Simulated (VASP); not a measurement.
# As (P4/mbm) in VASP: further runs

One crystal, As, is run at these levels: PBE; tasks: relaxation of cell and atoms, single point.

All numbers are computed with VASP 6.6.1; they aren't measurements. Logs are shortened: lines on timing, memory, paths and dates and some standing lists are left out, and cuts for length are marked.

### Step 1. Starting point

The structure is tetragonal, space group P4/mbm (No. 127). Conventional cell: a = 6.473 Å, b = 6.473 Å, c = 2.374 Å, α = 90.00°, β = 90.00°, γ = 90.00°. As (site symmetry m2m) has 4 As at 2.37 to 2.38 Å as nearest neighbours. Around As (site symmetry 4/m) lie 6 As at 2.37 to 2.38 Å.

The cell was built by a generator and needn't be a form met in nature.

### Step 2. Relaxation of cell and atoms, PBE

File INCAR:

```
SYSTEM = As
  ALGO = Normal
  EDIFF = 1E-6
  EDIFFG = -0.04
  ENCUT = 600
  GGA = PE
  IBRION = 2
  ISIF = 3
  ISMEAR = 0
  LASPH = .True.
  LCHARG = .False.
  LREAL = .False.
  LWAVE = .False.
  NELM = 100
  NSW = 90
  PREC = Accurate
  SIGMA = 0.1
```

File KPOINTS:

```
k-points
0
Gamma
  4 4 8
  0 0 0
```

File POSCAR:

```
As
1.0
    6.4732979100      0.0000000000      0.0000000000
    0.0000000000      6.4732979100      0.0000000000
    0.0000000000      0.0000000000      2.3736579700
As
6
Direct
    0.1767953900      0.3232046100      0.0000000000
    0.3232046100      0.8232046100      0.0000000000
    0.8232046100      0.6767953900      0.0000000000
    0.6767953900      0.1767953900      0.0000000000
    0.0000000000      0.0000000000      0.0000000000
    0.5000000000      0.5000000000      0.0000000000
```

Potentials or basis: VASP PAW PBE potentials, release 64 (As).

Started as:

```sh
> cat potpaw_PBE.64/As/POTCAR > POTCAR
> mpirun -np 1 vasp_std > vasp.out
```

OUTCAR:

```text
SYSTEM = As
   EDIFF = 1E-6
   EDIFFG = -0.04
   ENCUT = 600
   GGA = PE
   IBRION = 2
   ISIF = 3
   ISMEAR = 0
   LASPH = .True.
   LREAL = .False.
   NELM = 100
   NSW = 90
   PREC = Accurate

 ion  position               nearest neighbor table
   1  0.177  0.323  0.000-   5 2.38   6 2.38
   2  0.323  0.823  0.000-   5 2.38   6 2.38
   3  0.823  0.677  0.000-   5 2.38   6 2.38
   4  0.677  0.177  0.000-   5 2.38   6 2.38
   5  0.000  0.000  0.000-   1 2.38   2 2.38   3 2.38   4 2.38
   6  0.500  0.500  0.000-   1 2.38   2 2.38   3 2.38   4 2.38

  LATTYP: Found a simple tetragonal cell.
 ALAT       =     6.4732979100
 C/A-ratio  =     0.3666844942

  Lattice vectors:

 A1 = (   6.4732979100,   0.0000000000,   0.0000000000)
 A2 = (   0.0000000000,   6.4732979100,   0.0000000000)
 A3 = (   0.0000000000,   0.0000000000,   2.3736579700)

Analysis of symmetry for initial positions (statically):
=====================================================================
 Subroutine PRICEL returns:
 Original cell was already a primitive cell.

 Routine SETGRP: Setting up the symmetry group for a
 simple tetragonal supercell.

 Subroutine GETGRP returns: Found 16 space group operations
 (whereof  8 operations were pure point group operations)
 out of a pool of 16 trial point group operations.

The static configuration has the point symmetry C_4h.
 The point group associated with its full space group is D_4h.

Analysis of symmetry for dynamics (positions and initial velocities):
=====================================================================
 Subroutine PRICEL returns:
 Original cell was already a primitive cell.

 Routine SETGRP: Setting up the symmetry group for a
 simple tetragonal supercell.

 Subroutine GETGRP returns: Found 16 space group operations
 (whereof  8 operations were pure point group operations)
 out of a pool of 16 trial point group operations.

The dynamic configuration has the point symmetry C_4h.
 The point group associated with its full space group is D_4h.

 Subroutine INISYM returns: Found 16 space group operations
 (whereof  8 operations are pure point group operations),
 and found     1 'primitive' translations

----------------------------------------------------------------------------------------

                                     Primitive cell

  volume of cell :      99.4648

  direct lattice vectors                    reciprocal lattice vectors
     6.473297910  0.000000000  0.000000000     0.154480763  0.000000000  0.000000000
     0.000000000  6.473297910  0.000000000     0.000000000  0.154480763  0.000000000
     0.000000000  0.000000000  2.373657970     0.000000000  0.000000000  0.421290688

  length of vectors
     6.473297910  6.473297910  2.373657970     0.154480763  0.154480763  0.421290688

  position of ions in fractional coordinates (direct lattice)
     0.176795390  0.323204610  0.000000000
     0.323204610  0.823204610  0.000000000
     0.823204610  0.676795390  0.000000000
     0.676795390  0.176795390  0.000000000
     0.000000000  0.000000000  0.000000000
     0.500000000  0.500000000  0.000000000

  ion indices of the primitive-cell ions
   primitive index   ion index
                 1           1
                 2           2
                 3           3
                 4           4
                 5           5
                 6           6

----------------------------------------------------------------------------------------

 KPOINTS: k-points

Automatic generation of k-mesh.
 Grid dimensions read from file:
 generate k-points for:    4    4    8

 Generating k-lattice:

  Cartesian coordinates                     Fractional coordinates (reciprocal lattice)
     0.038620191  0.000000000  0.000000000     0.250000000  0.000000000  0.000000000
     0.000000000  0.038620191  0.000000000     0.000000000  0.250000000  0.000000000
     0.000000000  0.000000000  0.052661336     0.000000000  0.000000000  0.125000000

  Length of vectors
     0.038620191  0.038620191  0.052661336

  Shift w.r.t. Gamma in fractional coordinates (k-lattice)
     0.000000000  0.000000000  0.000000000

 Subroutine IBZKPT returns following result:
 ===========================================

 Found     30 irreducible k-points:

 Following reciprocal coordinates:
            Coordinates               Weight
  0.000000  0.000000  0.000000      1.000000
  0.250000  0.000000  0.000000      4.000000
  0.500000  0.000000  0.000000      2.000000
  0.250000  0.250000  0.000000      4.000000
  0.500000  0.250000  0.000000      4.000000
  0.500000  0.500000  0.000000      1.000000
[... 16 lines left out ...]
  0.500000  0.250000  0.375000      8.000000
  0.500000  0.500000  0.375000      2.000000
 [... further k-points ...]
   k-points           NKPTS =     30   k-points in BZ     NKDIM =     30   number of bands    NBANDS=     19
   number of dos      NEDOS =    301   number of ions     NIONS =      6
   total plane-waves  NPLWV =  58320
   dimension x,y,z NGX =    54 NGY =   54 NGZ =   20
   dimension x,y,z NGXF=   108 NGYF=  108 NGZF=   40
   ions per type =               6
   NGX,Y,Z   is equivalent  to a cutoff of  13.87, 13.87, 14.01 a.u.
   NGXF,Y,Z  is equivalent  to a cutoff of  27.74, 27.74, 28.02 a.u.
 SYSTEM =  As
   PREC   = accura    normal or accurate (medium, high low for compatibility)
   ISTART =      0    job   : 0-new  1-cont  2-samecut
   ICHARG =      2    charge: 1-file 2-atom 10-const
   ISPIN  =      1    spin polarized calculation?
   LNONCOLLINEAR =      F non collinear calculations
   LSORBIT =      F    spin-orbit coupling
   LASPH  =      T    aspherical Exc in radial PAW
   ENCUT  =  600.0 eV  44.10 Ry    6.64 a.u.  12.93 12.93  4.74*2*pi/ulx,y,z
   NELM   =    100;   NELMIN=  2; NELMDL= -5     # of ELM steps
   EDIFF  = 0.1E-05   stopping-criterion for ELM
   LREAL  =      F    real-space projection
   EDIFFG = -.4E-01   stopping-criterion for IOM
   NSW    =     90    number of steps for IOM
   IBRION =      2    ionic relax: 0-MD 1-quasi-New 2-CG
   NFREE  =      1    steps in history (QN), initial steepest desc. (CG)
   ISIF   =      3    stress and relaxation
   ISYM   =      2    0-nonsym 1-usesym 2-fastsym
   POTIM  = 0.5000    time-step for ionic-motion
   TEBEG  =    0.0;   TEEND  =   0.0 temperature during run
   PSTRESS=    0.0 pullay stress
   NELECT =      30.0000    total number of electrons
   NUPDOWN=      -1.0000    fix difference up-down
   EMIN   =  10.00;   EMAX   =-10.00  energy-range for DOS
   EFERMI =   0.00;   METHOD = LEGACY
   ISMEAR =     0;   SIGMA  =   0.10  broadening in eV -4-tet -1-fermi 0-gaus
   EFERMI_NEDOS =   21; number of points for ismear=-14 and -15
   IALGO  =     38    algorithm
   IMIX   =      4    mixing-type and parameters
     AMIX     =   0.40;   BMIX     =  1.00
     AMIX_MAG =   1.60;   BMIX_MAG =  1.00
  volume/ion in A,a.u.               =      16.58       111.87
  Fermi-wavevector in a.u.,A,eV,Ry     =   1.097890  2.074711 16.399950  1.205362
  Thomas-Fermi vector in A             =   2.234258
   LORBIT       =      0    0 simple, 1 ext, 2 COOP (PROOUT), +10 PAW based schemes
   GGA     = PE    functional components
   LHFCALC =     F    Hartree Fock is set to
   AEXX    =    0.0000 exact exchange contribution
   IVDW    =     0    specifies the selected vdW correction
   LEPSILON=     F    determine dielectric tensor
   LRPA    =     F    only Hartree local field effects (RPA)
 conjugate gradient relaxation of ions
 non-spin polarized calculation
 Gauss-broadening in eV      SIGMA  =   0.10
  energy-cutoff  :      600.00
  volume of cell :       99.46
 maximum number of plane-waves:      3342
 NGX is ok and might be reduce to    54
   NGX = 25   NGY = 25   NGZ =  9

--------------------------------------- Ionic step        1  -------------------------------------------

 number of electron      30.0000004 magnetization

 Free energy of the ion-electron system (eV)
  ---------------------------------------------------
  ext. energy  EPLUGINS =         0.00000000
  ---------------------------------------------------
  free energy    TOTEN  =       -22.19885466 eV

  energy without entropy =      -22.19255961  energy(sigma->0) =      -22.19570713

 E-fermi :   7.9832     XC(G=0): -11.1150

 val. band max:        7.9513924508   @ k =   0.5000   0.5000   0.0000
 cond. band min:       8.0409404169   @ k =   0.5000   0.5000   0.2500
 fundamental gap:      0.0895479661
 Fermi energy:         7.9832197271

 k-point     1 :       0.0000    0.0000    0.0000
  band No.  band energies     occupation
      1      -9.5771      2.00000
      2      -7.5522      2.00000
      3      -6.3665      2.00000
      4      -6.3665      2.00000
      5      -5.2678      2.00000
      6      -2.3435      2.00000
[... 1157 lines left out ...]
      5      -1.7390      2.00000
      6      -1.7390      2.00000
[... 11 lines left out ...]
     18       4.6963      2.00000
     19       9.0864      0.00000

 [... further k-points ...]

[... ionic steps 4 to 18 ...]

--------------------------------------- Ionic step       19  -------------------------------------------

 number of electron      29.9999996 magnetization

------------------------ aborting loop because EDIFF is reached ----------------------------------------

  FORCE on cell =-STRESS in cart. coord.  units (eV):
  Direction    XX          YY          ZZ          XY          YZ          ZX
  --------------------------------------------------------------------------------------
  -------------------------------------------------------------------------------------
  Total       -0.2018885     -0.2018885      0.2673548      0.0000000      0.0000000      0.0000000
  in kB       -2.4337939     -2.4337939      3.2230004      0.0000000      0.0000000      0.0000000
  external PRESSURE =      -0.5481958 kB  Pullay stress =       0.0000000 kB
[... 65 lines left out ...]
  energy  without entropy=      -27.1801819285  energy(sigma->0) =      -27.18748514

--------------------------------------- Ionic step       21  -------------------------------------------

 number of electron      29.9999997 magnetization

 Free energy of the ion-electron system (eV)
  ---------------------------------------------------
  ext. energy  EPLUGINS =         0.00000000
  ---------------------------------------------------
  free energy    TOTEN  =       -27.19532264 eV

  energy without entropy =      -27.18090363  energy(sigma->0) =      -27.18811314

 E-fermi :   4.8562     XC(G=0):  -9.8474

 val. band max:        4.8514341194   @ k =   0.2500   0.0000   0.3750
 cond. band min:       4.8657185571   @ k =   0.2500   0.0000   0.3750
 fundamental gap:      0.0142844377
 Fermi energy:         4.8561884244

 k-point     1 :       0.0000    0.0000    0.0000
  band No.  band energies     occupation
      1      -9.5661      2.00000
      2      -7.9305      2.00000
      3      -7.4508      2.00000
      4      -6.3042      2.00000
      5      -6.3042      2.00000
      6      -5.6643      2.00000
[... 552 lines left out ...]
  FREE ENERGIE OF THE ION-ELECTRON SYSTEM (eV)
  ---------------------------------------------------
  free  energy   TOTEN  =       -27.1953226441 eV

  energy  without entropy=      -27.1809036316  energy(sigma->0) =      -27.18811314

 reached required accuracy - stopping structural energy minimisation
```

Wall time 11 min (1 thread of AMD EPYC 7R43 (Zen 3), shared host); peak memory 0.22 GiB.

Results:

* Free energy: -27.1953 eV
* Relaxed volume: 22.12 Å³/atom
* Relaxed cell: a = 6.900 Å, b = 6.900 Å, c = 2.788 Å, α = 90.00°, β = 90.00°, γ = 90.00°
* Space group after relaxing (to 0.05 Å): P4/mbm (No. 127)
* Energy gained by relaxing: 832.7 meV/atom
* Ionic steps: 21
* Pressure after relaxing: 0.0 GPa
* Largest force after relaxing: 0.009 eV/Å
* Band gap on the k mesh: none (metal or under the smearing width)

Forces in eV/Å, atoms in the order of the input:
```
As   0.007 -0.007  0.000
As  -0.007 -0.007  0.000
As  -0.007  0.007  0.000
As   0.007  0.007  0.000
As   0.000  0.000  0.000
As   0.000  0.000  0.000
```

Step by step:
| step | energy change (eV) | largest force (eV/Å) | pressure (GPa) | volume (Å³) |
| --- | --- | --- | --- | --- |
| 1 | 0.0000 | 1.5176 | 43.16 | 99.46 |
| 2 | -1.9767 | 0.1973 | -10.13 | 178.29 |
| 3 | -3.7746 | 0.5660 | -0.38 | 135.79 |
| 4 | -3.7759 | 0.5786 | 0.03 | 134.99 |
| 5 | -3.7750 | 0.5910 | 0.44 | 134.21 |
| 6 | -3.8662 | 0.4220 | -0.04 | 135.19 |
| 7 | -3.8733 | 0.3620 | -0.09 | 135.54 |
| 8 | -3.9175 | 0.3850 | -0.48 | 135.62 |
| 9 | -4.0570 | 0.4215 | -1.53 | 135.85 |
| 10 | -4.5048 | 0.8282 | -2.41 | 136.22 |
| 11 | -4.2955 | 3.1139 | 2.40 | 136.67 |
| 12 | -4.7542 | 0.6580 | -2.71 | 136.36 |
| 13 | -4.9735 | 0.1265 | -1.50 | 136.55 |
| 14 | -4.9738 | 0.0594 | -1.75 | 136.52 |
| 15 | -4.7979 | 1.1096 | 4.25 | 128.01 |
| 16 | -4.9898 | 0.1283 | -0.61 | 134.49 |
| 17 | -4.9898 | 0.1343 | -0.58 | 134.44 |
| 18 | -4.9959 | 0.0042 | 0.03 | 132.66 |
| 19 | -4.9960 | 0.0150 | -0.05 | 132.90 |
| 20 | -4.9959 | 0.0027 | 0.15 | 132.52 |
| 21 | -4.9965 | 0.0094 | 0.04 | 132.72 |

Final structure:
```cif
data_structure
_symmetry_space_group_name_H-M 'P 1'
_symmetry_Int_Tables_number 1
_cell_length_a 6.9001
_cell_length_b 6.9001
_cell_length_c 2.7876
_cell_angle_alpha 90.000
_cell_angle_beta 90.000
_cell_angle_gamma 90.000
_cell_volume 132.72
loop_
_atom_site_label
_atom_site_type_symbol
_atom_site_fract_x
_atom_site_fract_y
_atom_site_fract_z
_atom_site_occupancy
As1 As 0.12758 0.37242 0.00000 1
As2 As 0.37242 0.87242 0.00000 1
As3 As 0.87242 0.62758 0.00000 1
As4 As 0.62758 0.12758 0.00000 1
As5 As 0.00000 0.00000 0.00000 1
As6 As 0.50000 0.50000 0.00000 1
```

Levels at points of the mesh, in eV from the Fermi level:
```tsv
k point	band 12	band 13	band 14	band 15	band 16	band 17	band 18	band 19
(0.00, 0.00, 0.00)	-1.13	-0.89	0.58	2.16	2.16	3.19	3.19	3.61
(0.50, 0.00, 0.00)	-2.45	0.72	0.72	1.51	1.51	3.96	3.96	4.14
(0.50, 0.50, 0.00)	-2.53	0.75	0.75	1.42	1.42	4.69	5.01	5.01
(0.00, 0.00, 0.50)	-3.40	-3.40	-2.90	-2.16	-0.20	1.24	1.37	1.37
(0.50, 0.00, 0.50)	-3.00	-2.71	-2.71	-1.57	-1.57	-0.10	-0.10	3.22
(0.50, 0.50, 0.50)	-2.86	-2.65	-2.65	-2.16	-2.16	0.03	0.03	3.88
```

Caveat: the volume moved by over 15 % at a fixed basis, so the end points are rough.

### Step 3. Single point, PBE

File INCAR:

```
  ALGO = Fast
  EDIFF = 1E-7
  ENCUT = 520
  GGA = PE
  ISIF = 2
  ISMEAR = 0
  LASPH = T
  LCHARG = F
  LREAL = F
  LWAVE = F
  NBANDS = 24
  NELM = 100
  PREC = Accurate
  SIGMA = 0.1
```

File KPOINTS:

```
k-points
0
Gamma
  4 4 8
```

POSCAR is that of step 2.

Potentials or basis: VASP PAW PBE potentials, release 64 (As).

Started as:

```sh
> cat potpaw_PBE.64/As/POTCAR > POTCAR
> mpirun -np 1 vasp_std > vasp.out
```

It took 51 s on 1 thread of AMD EPYC 7R43 (Zen 3), shared host; peak memory 0.18 GiB.

The run converged. Its results:

| Quantity | Value |
| --- | --- |
| Free energy | -22.1982 eV |
| Pressure | 43.2 GPa |
| Largest force | 1.518 eV/Å |
| Band gap on the k mesh | none (metal or under the smearing width) |

Forces in eV/Å, atoms in the order of the input:
```
As  -1.073  1.073  0.000
As   1.073  1.073  0.000
As   1.073 -1.073  0.000
As  -1.073 -1.073  0.000
As   0.000  0.000  0.000
As   0.000  0.000  0.000
```

Stress tensor (GPa, compression positive):
```
37.26  0.00  0.00
 0.00 37.26  0.00
 0.00  0.00 54.98
```

Levels at points of the mesh, in eV from the Fermi level:
| k point | band 11 | band 12 | band 13 | band 14 | band 15 | band 16 | band 17 | band 18 | band 19 | band 20 |
| --- | --- | --- | --- | --- | --- | --- | --- | --- | --- | --- |
| (0.00, 0.00, 0.00) | -2.39 | -2.39 | -1.59 | 0.27 | 0.49 | 0.49 | 4.54 | 4.54 | 4.57 | 5.99 |
| (0.50, 0.00, 0.00) | -4.11 | -4.11 | -0.85 | -0.85 | 2.00 | 2.00 | 4.36 | 4.36 | 6.21 | 6.21 |
| (0.50, 0.50, 0.00) | -3.17 | -3.17 | -1.07 | -1.07 | -0.03 | -0.03 | 6.69 | 6.69 | 7.56 | 7.56 |
| (0.00, 0.00, 0.50) | -4.41 | -4.41 | -3.97 | -3.72 | -1.68 | 1.62 | 2.33 | 2.33 | 2.39 | 2.39 |
| (0.50, 0.00, 0.50) | -4.79 | -4.79 | -2.33 | -2.33 | -0.18 | -0.18 | 0.43 | 0.43 | 3.27 | 3.27 |
| (0.50, 0.50, 0.50) | -4.20 | -4.20 | -4.04 | -4.04 | -0.42 | -0.42 | 1.66 | 1.66 | 3.10 | 3.10 |

Caveat: a pressure of tens of GPa on the cell as given is suspect, and the run, the potentials or the cell itself is likely at fault; forces of over 1 eV/Å show positions far from the minimum, so gaps and moduli don't describe the material at rest.

### Step 4. Single point, PBE

This run uses another cell than the first one, of 22.11 Å³/atom, 1.334 times its volume.

File INCAR:

```
SYSTEM = As
ALGO = Fast ; EDIFF = 1E-7
ENCUT = 520 ; GGA = PE
ISIF = 2 ; ISMEAR = 0
LASPH = .True. ; LCHARG = .True.
LELF = .True. ; LREAL = .False.
LVHAR = .True. ; LWAVE = .False.
NBANDS = 24 ; NELM = 100
PREC = Accurate ; SIGMA = 0.1
```

File KPOINTS:

```
k-points
0
Gamma
  6 6 14
  0 0 0
```

File POSCAR:

```
As
1.0
    6.9212343898      0.0000000000      0.0000000000
    0.0000000000      6.9212343898      0.0000000000
    0.0000000000      0.0000000000      2.7689149325
As
6
Direct
    0.1279865899      0.3720134101      0.0000000000
    0.3720134101      0.8720134101      0.0000000000
    0.8720134101      0.6279865899      0.0000000000
    0.6279865899      0.1279865899      0.0000000000
    0.0000000000      0.0000000000      0.0000000000
    0.5000000000      0.5000000000      0.0000000000
```

Started as:

```sh
> cat potpaw_PBE.64/As/POTCAR > POTCAR
> mpirun -np 1 vasp_std > vasp.out
```

Run time: 4.1 min. Hardware: 1 thread of Intel Xeon Platinum 8488C (Sapphire Rapids), shared host; peak memory 0.36 GiB.

Results (log left out):

- Free energy: -27.0395 eV
- Pressure: 0.2 GPa
- Largest force: 0.023 eV/Å
- Band gap on the k mesh: none (metal or under the smearing width)

Forces in eV/Å, atoms in the order of the input:
```
As   0.016 -0.016  0.000
As  -0.016 -0.016  0.000
As  -0.016  0.016  0.000
As   0.016  0.016  0.000
As   0.000  0.000  0.000
As   0.000  0.000  0.000
```

Levels at points of the mesh, in eV from the Fermi level:
| k point | band 12 | band 13 | band 14 | band 15 | band 16 | band 17 | band 18 | band 19 |
| --- | --- | --- | --- | --- | --- | --- | --- | --- |
| (0.00, 0.00, 0.00) | -1.36 | -1.08 | 0.34 | 1.97 | 1.97 | 2.95 | 2.95 | 3.65 |
| (0.50, 0.00, 0.00) | -2.64 | 0.51 | 0.51 | 1.31 | 1.31 | 3.71 | 3.71 | 4.18 |
| (0.50, 0.50, 0.00) | -2.69 | 0.52 | 0.52 | 1.19 | 1.19 | 4.66 | 4.66 | 4.69 |
| (0.00, 0.00, 0.50) | -3.47 | -3.47 | -3.17 | -2.23 | -0.30 | 1.14 | 1.23 | 1.23 |
| (0.50, 0.00, 0.50) | -3.07 | -2.98 | -2.98 | -1.66 | -1.66 | -0.21 | -0.21 | 3.09 |
| (0.50, 0.50, 0.50) | -2.91 | -2.73 | -2.73 | -2.44 | -2.44 | -0.04 | -0.04 | 3.01 |

### Step 5. The runs side by side

| task | cell | k mesh | cutoff (eV) | gap on the mesh (eV) | pressure (GPa) | largest force (eV/Å) |
| --- | --- | --- | --- | --- | --- | --- |
| relaxation of cell and atoms | relaxed | 4 × 4 × 8 | 600 | none | 0.0 | 0.01 |
| single point | P4/mbm, 16.58 Å³/atom | 4 × 4 × 8 | 520 | none | 43.2 | 1.52 |
| single point | P4/mbm, 22.11 Å³/atom | 6 × 6 × 14 | 520 | none | 0.2 | 0.02 |

Alike in all rows: level PBE; potentials or basis VASP PAW PBE potentials, release 64 (As); no spin polarisation; smearing gaussian 0.1 eV.

Caveats: the volume moved by over 15 % at a fixed basis, so the end points are rough (some runs); a pressure of tens of GPa on the cell as given is suspect, and the run, the potentials or the cell itself is likely at fault (some runs); forces of over 1 eV/Å show positions far from the minimum, so gaps and moduli don't describe the material at rest (some runs).

Total energies depend on the potentials used, so only differences within one code and one set of settings carry meaning.
